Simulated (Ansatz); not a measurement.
# MgS: how the settings move a single-point run

Aim: see which settings change the result for MgS, by how much, and at what cost.

Program: Ansatz 0.2.0. Level of theory: reference: DFT, LDA, PAW with Ansatz's default frozen-core files, scalar-relativistic. These are calculated values, not measurements.

1 further run of the same task is left out (it didn't finish). Runs told in other sessions of the task aren't counted.

### Step 1. The starting structure

The structure is cubic, space group Fm-3m (No. 225). Conventional cell: a = 5.133 Å, b = 5.133 Å, c = 5.133 Å, α = 90.00°, β = 90.00°, γ = 90.00°. Around Mg (site symmetry m-3m) lie 6 S at 2.57 Å. Around S (site symmetry m-3m) lie 6 Mg at 2.57 Å.

As a file:

```
Mg S
1.0
     0.00000    2.56649    2.56649
     2.56649    0.00000    2.56649
     2.56649    2.56649    0.00000
Mg S
1 1
Cartesian
  0.0000 0.0000 0.0000
  2.5665 2.5665 2.5665
```

### Step 2. The reference run

File input.yaml:

```yaml
crystal:
  lattice:
    - [0.0, 2.5664882573, 2.5664882573]
    - [2.5664882573, 0.0, 2.5664882573]
    - [2.5664882573, 2.5664882573, 0.0]
  atoms:
    - { symbol: Mg, position: [0.0, 0.0, 0.0] }
    - { symbol: S, position: [0.5, 0.5, 0.5] }
kpoints:
  mp_grid: { grid: [10, 10, 10] }
scf:
  occupations: { method: fermi_dirac, width: 0.03 }
hamiltonian:
  xc: lda
  pseudopotentials: { kind: paw }
output:
  forces: true
  stress: true
  eigenvalues: true
  efg: { contact_densities: true }
  write_density: true
  write_potential: true
  elf: true
  volumetric_format: npy
```

Launch:

```console
> ansatz run input.yaml --threads 1 --pin off --max-ram 2048MiB --backend cpu --events-out ev --progress --plain --runs-dir out
```

### Step 3. Changed: mp_grid.grid [12, 12, 12]

input.yaml, as its differences from that of step 2:

```diff
@@ -9,3 +9,3 @@
 kpoints:
-  mp_grid: { grid: [10, 10, 10] }
+  mp_grid: { grid: [12, 12, 12] }
 scf:
@@ -20,5 +20 @@
   efg: { contact_densities: true }
-  write_density: true
-  write_potential: true
-  elf: true
-  volumetric_format: npy
```

**Question.** What will these runs give? Wanted: for each run, ending; energy change; pressure; gap; force.

**Answer**, as computed:

| run | ending | energy change | pressure (GPa) | gap (eV) | force (eV/Å) | cycles | time |
| --- | --- | --- | --- | --- | --- | --- | --- |
| reference | converged | 0 | -0.2 | 2.64 | 0.00 | 6 | 2.3 s |
| 1: mp_grid.grid [12, 12, 12] | converged | 0.0 meV/atom | -0.2 | 2.64 | 0.00 | 6 | 2.4 s |

Times don't compare one to one where runs were asked for different outputs or read a saved state (see the inputs); cycles may leave out searches for a lower state.

Residual by cycle in the longest SCF loop of each run; runs are numbered as in the table. The quantity is the density residual dr2, in eV.

| cycle | reference | run 1 |
| --- | --- | --- |
| 1 | 0.00856 | 0.00869 |
| 2 | 0.00148 | 0.00145 |
| 3 | 4.6e-5 | 3.5e-5 |
| 4 | 4.0e-5 | 2.6e-5 |
| 5 | 1.8e-6 | 1.3e-6 |
| 6 | 4.7e-8 | 4.3e-8 |

**Reading.** Changing the k-point mesh hardly moves the energy: 0.0 meV/atom.

The gaps are Kohn-Sham values of a semilocal functional, not quasiparticle or optical gaps. Such gaps usually fall short of the measured ones.
